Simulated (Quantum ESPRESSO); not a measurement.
# Ga (C2/c) in Quantum ESPRESSO: notebook

Runs on Ga. Level: LDA. Tasks: single point, equation of state.

Everything below comes from runs of Quantum ESPRESSO 7.5. Logs are shortened: lines on timing, memory, paths and dates and some standing lists are left out, and cuts for length are marked.

**1. Starting point**

It takes space group C2/c (No. 15, monoclinic). The conventional cell has a = 2.766 Å, b = 8.053 Å, c = 3.332 Å, α = 90.00°, β = 92.02°, γ = 90.00°. Ga (site symmetry 2) has 8 Ga at 2.69 to 2.92 Å as nearest neighbours.

This isn't the form of Ga at room conditions, which is orthorhombic.

**2. Single point, LDA, 17.43 Å³/atom**

Contents of pw.in:

```
&CONTROL
  calculation = 'scf'
  prefix = 'pwscf'
  outdir = './tmp'
  pseudo_dir = './pseudo'
  tstress = .true.
  disk_io = 'nowf'
/
&SYSTEM
  ibrav = 0
  nat = 2
  ntyp = 1
  ecutwfc = 56
  ecutrho = 448
  nbnd = 27
  occupations = 'smearing'
  smearing = 'fd'
  degauss = 0.00367493
/
&ELECTRONS
  conv_thr = 4d-10
  electron_maxstep = 120
  mixing_beta = 0.5
/
ATOMIC_SPECIES
Ga    69.7230 ga_lda_v1.4.uspp.F.UPF
CELL_PARAMETERS angstrom
   1.3547675884   -3.9443034667    0.0000000000
   1.3547675884    3.9443034667    0.0000000000
  -0.1150499344    0.0000000000    3.2619526240
ATOMIC_POSITIONS crystal
Ga     0.1310000000    0.8690000000    0.7500000000
Ga     0.8690000000    0.1310000000    0.2500000000
K_POINTS automatic
10 10 8 0 0 0
```

Potentials or basis: GBRV 1.5 LDA.

Run with:

```console
> OMP_NUM_THREADS=1 mpirun -n 2 pw.x -nk 2 -in pw.in > pw.out
```

pw.out:

```text
This program is part of the open-source Quantum ESPRESSO suite
     for quantum simulation of materials; please cite
         "P. Giannozzi et al., J. Phys.:Condens. Matter 21 395502 (2009);
         "P. Giannozzi et al., J. Phys.:Condens. Matter 29 465901 (2017);
         "P. Giannozzi et al., J. Chem. Phys. 152 154105 (2020);
     in publications or presentations arising from this work. More details at

     Message from routine setup:
     using ibrav=0 with symmetry is DISCOURAGED, use correct ibrav instead

     K-points division:     npool     =       2
     Subspace diagonalization in iterative solution of the eigenvalue problem:
     a serial algorithm will be used

     G-vector sticks info
     --------------------
     sticks:   dense  smooth     PW     G-vecs:    dense   smooth      PW
     Sum        1359     687    239                37679    13349    2725

     Using Slab Decomposition

     bravais-lattice index     =            0
     lattice parameter (alat)  =       7.8811  a.u.
     unit-cell volume          =     235.2553 (a.u.)^3
     number of atoms/cell      =            2
     number of atomic types    =            1
     number of electrons       =        38.00
     number of Kohn-Sham states=           27
     kinetic-energy cutoff     =      56.0000  Ry
     charge density cutoff     =     448.0000  Ry
     scf convergence threshold =      4.0E-10
     mixing beta               =       0.5000
     number of iterations used =            8  plain     mixing
     Exchange-correlation=  SLA  PZ   NOGX NOGC
                           (   1   1   0   0   0   0   0)

     celldm(1)=   7.881070  celldm(2)=   0.000000  celldm(3)=   0.000000
     celldm(4)=   0.000000  celldm(5)=   0.000000  celldm(6)=   0.000000

     crystal axes: (cart. coord. in units of alat)
               a(1) = (   0.324847  -0.945767   0.000000 )
               a(2) = (   0.324847   0.945767   0.000000 )
               a(3) = (  -0.027587   0.000000   0.782152 )

     reciprocal axes: (cart. coord. in units 2 pi/alat)
               b(1) = (  1.539187 -0.528672  0.054288 )
               b(2) = (  1.539187  0.528672  0.054288 )
               b(3) = ( -0.000000  0.000000  1.278523 )

     PseudoPot. # 1 for Ga read from file:
     ga_lda_v1.4.uspp.F.UPF
     Pseudo is Ultrasoft + core correction, Zval = 19.0
     Generated by new atomic code, or converted to UPF format
     Using radial grid of  871 points,  6 beta functions with:
                l(1) =   0
                l(2) =   0
                l(3) =   1
                l(4) =   1
                l(5) =   2
                l(6) =   2
     Q(r) pseudized with  8 coefficients,  rinner =    1.250   1.250   1.250
                                                       1.250   1.250

     atomic species   valence    mass     pseudopotential
     Ga               19.00    69.72300     Ga( 1.00)

      4 Sym. Ops., with inversion, found ( 2 have fractional translation)

   Cartesian axes

     site n.     atom                  positions (alat units)
         1        Ga     tau(   1) = (   0.3041567   0.6979758   0.5866142  )
         2        Ga     tau(   2) = (   0.3179500  -0.6979758   0.1955381  )

     number of k points=   227  Fermi-Dirac smearing, width (Ry)=  0.0037

     Number of k-points >= 100: set verbosity='high' to print them.

     Dense  grid:    37679 G-vectors     FFT dimensions: (  54,  54,  48)

     Smooth grid:    13349 G-vectors     FFT dimensions: (  40,  40,  30)

     Check: negative core charge=   -0.000001

     Initial potential from superposition of free atoms

     starting charge      36.0000, renormalised to      38.0000
     Starting wfcs are   24 randomized atomic wfcs +    3 random wfcs

     Self-consistent Calculation

     iteration #  1     ecut=    56.00 Ry     beta= 0.50
     Davidson diagonalization with overlap
     ethr =  1.00E-02,  avg # of iterations =  5.9

     total energy              =    -821.11080847 Ry
     estimated scf accuracy    <      18.14794599 Ry

     iteration #  2     ecut=    56.00 Ry     beta= 0.50
     Davidson diagonalization with overlap
     ethr =  1.00E-02,  avg # of iterations =  2.3

     total energy              =    -829.71582814 Ry
     estimated scf accuracy    <       4.50445179 Ry

     iteration #  3     ecut=    56.00 Ry     beta= 0.50
     Davidson diagonalization with overlap
     ethr =  1.00E-02,  avg # of iterations =  2.0

     total energy              =    -829.81849158 Ry
     estimated scf accuracy    <       0.50196150 Ry

     iteration #  4     ecut=    56.00 Ry     beta= 0.50
     Davidson diagonalization with overlap
     ethr =  1.32E-03,  avg # of iterations =  2.0

     total energy              =    -829.94591085 Ry
     estimated scf accuracy    <       0.00266330 Ry

     iteration #  5     ecut=    56.00 Ry     beta= 0.50
     Davidson diagonalization with overlap
     ethr =  7.01E-06,  avg # of iterations =  4.9

     total energy              =    -829.94691065 Ry
     estimated scf accuracy    <       0.00205460 Ry

     iteration #  6     ecut=    56.00 Ry     beta= 0.50
     Davidson diagonalization with overlap
     ethr =  5.41E-06,  avg # of iterations =  2.0

     total energy              =    -829.94712271 Ry
     estimated scf accuracy    <       0.00009873 Ry

     iteration #  7     ecut=    56.00 Ry     beta= 0.50
     Davidson diagonalization with overlap
     ethr =  2.60E-07,  avg # of iterations =  3.8

     total energy              =    -829.94716602 Ry
     estimated scf accuracy    <       0.00001180 Ry

     iteration #  8     ecut=    56.00 Ry     beta= 0.50
     Davidson diagonalization with overlap
     ethr =  3.11E-08,  avg # of iterations =  2.7

     total energy              =    -829.94716903 Ry
     estimated scf accuracy    <       0.00000002 Ry

     iteration #  9     ecut=    56.00 Ry     beta= 0.50
     Davidson diagonalization with overlap
     ethr =  5.38E-11,  avg # of iterations =  3.5

     total energy              =    -829.94716907 Ry
     estimated scf accuracy    <       0.00000002 Ry

     iteration # 10     ecut=    56.00 Ry     beta= 0.50
     Davidson diagonalization with overlap
     ethr =  4.79E-11,  avg # of iterations =  2.0

     End of self-consistent calculation

     Number of k-points >= 100: set verbosity='high' to print the bands.

     the Fermi energy is    11.9268 ev

!    total energy              =    -829.94716908 Ry
     estimated scf accuracy    <          3.7E-10 Ry
     smearing contrib. (-TS)   =      -0.00038083 Ry
     internal energy E=F+TS    =    -829.94678825 Ry

     The total energy is F=E-TS. E is the sum of the following terms:
     one-electron contribution =    -658.54016582 Ry
     hartree contribution      =     345.61525083 Ry
     xc contribution           =     -95.47529527 Ry
     ewald contribution        =    -421.54657799 Ry

     convergence has been achieved in  10 iterations

     Computing stress (Cartesian axis) and pressure

          total   stress  (Ry/bohr**3)                   (kbar)     P=       -4.28
   0.00001877   0.00000000   0.00003516            2.76        0.00        5.17
  -0.00000000  -0.00003089  -0.00000000           -0.00       -4.54       -0.00
   0.00003516   0.00000000  -0.00007514            5.17        0.00      -11.05

=------------------------------------------------------------------------------=
   JOB DONE.
=------------------------------------------------------------------------------=
```

It took 35 s on 2 MPI ranks of AMD EPYC 9R45 (Zen 5), shared host; peak memory 0.4 GiB.

What came out:

| Item | Value |
| --- | --- |
| Free energy | -11292.0065 eV |
| Pressure | -0.4 GPa |
| Band gap on the k mesh | none (metal or under the smearing width) |

**3. Single point, LDA, 17.80 Å³/atom**

pw.in, as its differences from that of step 2:

```diff
@@ -27,5 +27,5 @@
 CELL_PARAMETERS angstrom
-   1.3547675884   -3.9443034667    0.0000000000
-   1.3547675884    3.9443034667    0.0000000000
-  -0.1150499344    0.0000000000    3.2619526240
+   1.3643085195   -3.9720811669    0.0000000000
+   1.3643085195    3.9720811669    0.0000000000
+  -0.1158601719    0.0000000000    3.2849248782
 ATOMIC_POSITIONS crystal
```

Potentials or basis: GBRV 1.5 LDA.

Run with:

```console
> OMP_NUM_THREADS=1 mpirun -n 2 pw.x -nk 2 -in pw.in > pw.out
```

Run time: 35 s. Hardware: 2 MPI ranks of AMD EPYC 9R45 (Zen 5), shared host; peak memory 0.4 GiB.

Results (log left out):

```yaml
Free_energy: -11292.0016 eV
Pressure: -1.8 GPa
Band_gap_on_the_k_mesh: none (metal or under the smearing width)
```

**4. Single point, LDA, 18.17 Å³/atom**

pw.in, as its differences from that of step 3:

```diff
@@ -27,5 +27,5 @@
 CELL_PARAMETERS angstrom
-   1.3643085195   -3.9720811669    0.0000000000
-   1.3643085195    3.9720811669    0.0000000000
-  -0.1158601719    0.0000000000    3.2849248782
+   1.3737178411   -3.9994756958    0.0000000000
+   1.3737178411    3.9994756958    0.0000000000
+  -0.1166592328    0.0000000000    3.3075802485
 ATOMIC_POSITIONS crystal
```

Run with:

```console
> OMP_NUM_THREADS=1 mpirun -n 2 pw.x -nk 2 -in pw.in > pw.out
```

It took 36 s on 2 MPI ranks of AMD EPYC 9R45 (Zen 5), shared host; peak memory 0.4 GiB.

The run converged. Its results:

```
Free energy            : -11291.9910 eV
Pressure               : -2.9 GPa
Band gap on the k mesh : none (metal or under the smearing width)
```

**5. Single point, LDA, 18.54 Å³/atom**

pw.in, as its differences from that of step 4:

```diff
@@ -27,5 +27,5 @@
 CELL_PARAMETERS angstrom
-   1.3737178411   -3.9994756958    0.0000000000
-   1.3737178411    3.9994756958    0.0000000000
-  -0.1166592328    0.0000000000    3.3075802485
+   1.3830000000   -4.0265000000    0.0000000000
+   1.3830000000    4.0265000000    0.0000000000
+  -0.1174474948    0.0000000000    3.3299294416
 ATOMIC_POSITIONS crystal
```

Run with:

```console
> OMP_NUM_THREADS=1 mpirun -n 2 pw.x -nk 2 -in pw.in > pw.out
```

Wall time 36 s (2 MPI ranks of AMD EPYC 9R45 (Zen 5), shared host); peak memory 0.42 GiB.

It converged, with:

```
Free energy            : -11291.9754 eV
Pressure               : -3.9 GPa
Band gap on the k mesh : none (metal or under the smearing width)
```

**6. Single point, LDA, 18.91 Å³/atom**

pw.in, as its differences from that of step 5:

```diff
@@ -27,5 +27,5 @@
 CELL_PARAMETERS angstrom
-   1.3830000000   -4.0265000000    0.0000000000
-   1.3830000000    4.0265000000    0.0000000000
-  -0.1174474948    0.0000000000    3.3299294416
+   1.3921592073   -4.0531663400    0.0000000000
+   1.3921592073    4.0531663400    0.0000000000
+  -0.1182253154    0.0000000000    3.3519825971
 ATOMIC_POSITIONS crystal
```

Potentials or basis: GBRV 1.5 LDA.

Run with:

```console
> OMP_NUM_THREADS=1 mpirun -n 2 pw.x -nk 2 -in pw.in > pw.out
```

Wall time 40 s (2 MPI ranks of AMD EPYC 9R45 (Zen 5), shared host); peak memory 0.42 GiB.

The run converged. Its results:

| Property | Result |
| --- | --- |
| Free energy | -11291.9555 eV |
| Pressure | -4.8 GPa |
| Band gap on the k mesh | none (metal or under the smearing width) |

**7. Single point, LDA, 19.28 Å³/atom**

pw.in, as its differences from that of step 6:

```diff
@@ -27,5 +27,5 @@
 CELL_PARAMETERS angstrom
-   1.3921592073   -4.0531663400    0.0000000000
-   1.3921592073    4.0531663400    0.0000000000
-  -0.1182253154    0.0000000000    3.3519825971
+   1.4011994555   -4.0794863395    0.0000000000
+   1.4011994555    4.0794863395    0.0000000000
+  -0.1189930338    0.0000000000    3.3737493278
 ATOMIC_POSITIONS crystal
```

Run with:

```console
> OMP_NUM_THREADS=1 mpirun -n 2 pw.x -nk 2 -in pw.in > pw.out
```

Run time: 42 s. Hardware: 2 MPI ranks of AMD EPYC 9R45 (Zen 5), shared host; peak memory 0.44 GiB.

Results (log left out):

- Free energy: -11291.9320 eV
- Pressure: -5.5 GPa
- Band gap on the k mesh: none (metal or under the smearing width)

**8. Single point, LDA, 19.66 Å³/atom**

pw.in, as its differences from that of step 7:

```diff
@@ -27,5 +27,5 @@
 CELL_PARAMETERS angstrom
-   1.4011994555   -4.0794863395    0.0000000000
-   1.4011994555    4.0794863395    0.0000000000
-  -0.1189930338    0.0000000000    3.3737493278
+   1.4101245334   -4.1054710295    0.0000000000
+   1.4101245334    4.1054710295    0.0000000000
+  -0.1197509717    0.0000000000    3.3952387564
 ATOMIC_POSITIONS crystal
```

Run with:

```console
> OMP_NUM_THREADS=1 mpirun -n 2 pw.x -nk 2 -in pw.in > pw.out
```

Run time: 43 s. Hardware: 2 MPI ranks of AMD EPYC 9R45 (Zen 5), shared host; peak memory 0.44 GiB.

It converged, with:

| Item | Value |
| --- | --- |
| Free energy | -11291.9055 eV |
| Pressure | -6.1 GPa |
| Band gap on the k mesh | none (metal or under the smearing width) |

**9. Equation of state, LDA**

Potentials or basis: GBRV 1.5 LDA.

No new run: the results of the series are fitted here.

What came out:

```
Equilibrium volume                        : 17.34 Å³/atom (rough: see the caveat)
Bulk modulus at fixed shape and positions : 70 GPa (rough)
```

Energy against volume, from the lowest point:
```tsv
volume (Å³/atom)	energy (meV/atom)
17.431	0.00
17.801	2.45
18.172	7.75
18.543	15.55
18.914	25.47
19.285	37.22
19.656	50.52
```

Caveat: the minimum lies outside the volumes run; the cell was scaled at fixed shape and fractional positions, which overstates the stiffness of a crystal with free parameters, most of all of layers and chains.
